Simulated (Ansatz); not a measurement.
# NaH (CsCl type) under strain

NaH in the CsCl structure, relaxed with r2SCAN in Ansatz 0.2.0. Space group Pm-3m (No. 221), cubic; a = 2.932 Å in the conventional setting, 12.61 Å³ an atom. Na is surrounded by 8 H at 2.54 Å; H is surrounded by 8 Na at 2.54 Å.

The axes x, y and z are those of this cell:
```xyz
2
Lattice="2.9324 0.0000 0.0000 0.0000 2.9324 0.0000 0.0000 0.0000 2.9324" Properties=species:S:1:pos:R:3 pbc="T T T"
Na    0.0000    0.0000    0.0000
H     1.4662    1.4662    1.4662
```

Unstrained: The PBE gap is indirect, 1.035 eV (R to X), below the direct gap of 4.505 eV at X. r2SCAN gives an indirect gap of 1.596 eV, from R to X; the least direct gap is 5.161 eV at X. With HSE06 the valence top lies at R and the conduction bottom at X, 1.881 eV higher; the smallest vertical gap, at X, is 5.719 eV. Meshes: PBE 8×8×8, r2SCAN 8×8×8, HSE06 6×6×6. Strains are changes of length per length. After each strain the atoms were relaxed again with r2SCAN within the symmetry that the strain leaves, so tilts or polar shifts that break it weren't tested; points keep the names that they have in the unstrained zone. The calculation is spin-unpolarised, and the structure need not be a phase that has been made.

Changes of the least gap in eV (an overlap counts as a negative gap):
```tsv
strain	volume change (%)	space group	PBE	r2SCAN	HSE06	energy rise, r2SCAN (meV/atom)
biaxial -2.45 % in x and y, z held	-4.8	P4/mmm	-0.164	-0.162	-0.153	4.5
uniaxial -4.94 % along z	-4.9	P4/mmm	-0.182	-0.180	-0.172	10.9
epitaxial +3.14 % in the xy plane, free normal strain +0.96 %	+7.4	P4/mmm	-0.070	-0.078	-0.088	6.2
```

Biaxial -2.45 % in x and y, z held. HSE06: the gap goes from 1.881 to 1.728 eV (-0.153 eV). Stress change with r2SCAN, compression positive: xx +2.45, yy +2.45, zz -0.75 GPa.

Uniaxial -4.94 % along z, other directions held. HSE06: the gap goes from 1.881 to 1.709 eV (-0.172 eV). Stress change with r2SCAN, compression positive: xx -0.74, yy -0.74, zz +5.79 GPa.

Epitaxial +3.14 % in the xy plane, free normal strain +0.96 %. HSE06: the gap goes from 1.881 to 1.793 eV (-0.088 eV). Stress change with r2SCAN, compression positive: xx -2.36, yy -2.36, zz -0.01 GPa.

The meshes of the hybrids are coarse, so their gaps aren't converged to the digits shown.
